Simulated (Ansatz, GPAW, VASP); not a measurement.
## One calculation of Li, 4 ways

```
Li
1.0
    -1.75465    1.75465    1.75465
     1.75465   -1.75465    1.75465
     1.75465    1.75465   -1.75465
Li
1
Cartesian
  0.0000 0.0000 0.0000
```

Alike in all runs: task single point; functional LDA; k mesh 11 × 11 × 11; occupations gaussian, width 0.02 eV; no spin polarisation; no spin-orbit coupling. LDA stands for any of its common fits. Pressure is positive in compression and, in plane waves, holds the error of the finite cutoff, which Ansatz's Pulay term estimates and takes out.

```tsv
program and potentials	plane-wave cutoff (eV)	notes	pressure (GPa)
Ansatz, Ansatz PAW	420	potentials made for PBE, which Ansatz adapts in part; 3 valence electrons an atom on average	-1.55
Ansatz, all-electron LAPW, scalar-relativistic	-	-	?
VASP, LDA PAW files Li_GW, 550 eV	550	1 valence electrons an atom on average	-1.55
GPAW, the program's PAW data sets (release 1.2.1) made for this functional	800	1 valence electrons an atom on average	-1.47
```

Problem. Estimate from the other rows what the run with Ansatz, all-electron LAPW, scalar-relativistic gave.

Solution. Pressure -1.54 GPa. The other rows, which needn't bracket it: pressure -1.55 to -1.47.
